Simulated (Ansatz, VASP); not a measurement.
# Two plane-wave programs on Zr

```xyz
2
Lattice="0.0000 2.7673 2.7673 2.7673 0.0000 2.7673 2.7673 2.7673 0.0000" Properties=species:S:1:pos:R:3 pbc="T T T"
Zr   -0.6918   -0.6918   -0.6918
Zr    0.6918    0.6918    0.6918
```

Alike in both runs: functional PBE; k mesh 12 × 12 × 12; occupations fermi-dirac, width 0.08 eV; no spin polarisation.

Ansatz relaxed the structure, and its values are those at the end. VASP's run is a single point on that final structure, the one shown.

```csv
,VASP,Ansatz
version,VASP 6.6.1,Ansatz 0.2.0
potentials or method,"VASP PAW PBE potentials, release 64 (Zr_sv)","PAW with Ansatz's default frozen-core files, scalar-relativistic"
plane-wave cutoff (eV),520,420
valence electrons in the cell,24,24
```

```csv
,VASP,Ansatz,Ansatz less VASP
pressure (GPa),26.7,26.0,-0.66
```

Caveats: so large a pressure means that the cell lies far from this level's equilibrium, or that cutoff or potentials fall short (VASP).
